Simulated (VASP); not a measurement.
A run of VASP 6.6.1 is set up as follows.

The input INCAR:

```
  ALGO = Normal
  EDIFF = 1E-6
  EDIFFG = -0.01
  ENCUT = 600
  GGA = PE
  IBRION = 2
  ISIF = 3
  ISMEAR = -1
  ISPIN = 2
  LASPH = True
  LCHARG = False
  LMAXMIX = 4
  LORBIT = 11
  LREAL = False
  LWAVE = False
  MAGMOM = 4 0
  NELM = 150
  NSW = 60
  PREC = Accurate
  PSTRESS = 300
  SIGMA = 0.05
```

Contents of KPOINTS:

```
k-points
0
Gamma
  7 7 7
```

POSCAR

```
MnO
1.0
    2.9712935166     -1.7169813801      0.0000000000
    2.9712935166      1.7169813801      0.0000000000
   -1.9846287531      0.0000000000      2.8103092467
Mn O
1 1
Direct
    0.5001990000      0.5001990000      0.5006650000
    0.7498025000      0.7498025000      0.2493360000
```

Potentials or basis: VASP PAW PBE potentials, release 64 (Mn_pv, O).

Launch:

```console
$ cat potpaw_PBE.64/Mn_pv/POTCAR potpaw_PBE.64/O/POTCAR > POTCAR
$ mpirun -np 1 vasp_std > vasp.out
```

(1) Estimate the net moment.

(2) Estimate the relaxed volume.

(3) Estimate the band gap on the k mesh.

Results:

(1) -0.57 μB per cell.

(2) 9.19 Å³/atom.

(3) none (metal or under the smearing width).

Caveat: the cell is relaxed towards a set pressure, so the enthalpy falls and the energy may rise; the volume moved by over 15 % at a fixed basis, so the end points are rough; a cell with one magnetic atom can't hold antiferromagnetic order, which such compounds often take; semilocal functionals often make such compounds metallic where correlation or magnetic order opens a gap, which also shifts bond lengths.
